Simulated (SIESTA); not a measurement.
BAs:

```
As B
1.0
     0.00000    2.38850    2.38850
     2.38850    0.00000    2.38850
     2.38850    2.38850    0.00000
As B
1 1
Direct
  0.75000 0.75000 0.75000
  0.00000 0.00000 0.00000
```

Base run:

```yaml
Program: SIESTA 5.4.2
Functional: vdW-DF-cx
Potentials_or_basis: PseudoDojo 0.4 standard (PBE files)
Basis: DZP (energy shift 0.003 Ry; two zetas on semicore shells)
Grid_cutoff: 500 Ry
Energy_shift: 0.003 Ry
k_mesh: 10 × 10 × 10
Occupations: fermi-dirac, width 0.05 eV
Spin: no spin polarisation
```

Its results: band gap on the k mesh 1.32 eV, indirect (least direct gap 3.34 eV); pressure 2.7 GPa.

Task: The run is repeated on the same cell with these changes: functional from vdW-DF-cx to PBE; k mesh from 10 × 10 × 10 to 8 × 8 × 8. What comes out?

Result: Band gap on the k mesh 1.35 eV, indirect (least direct gap 3.36 eV); pressure 4.7 GPa.

Several settings changed at once, so the effect can't be laid on one alone.

Caveats: the basis of atomic orbitals isn't converged, which shifts pressures, moduli and gaps; the potentials were made for another functional, which shifts forces and pressure (some runs); the basis holds too few empty states to meet the f-sum rule, so the spectrum is short of weight at high energy (some runs).
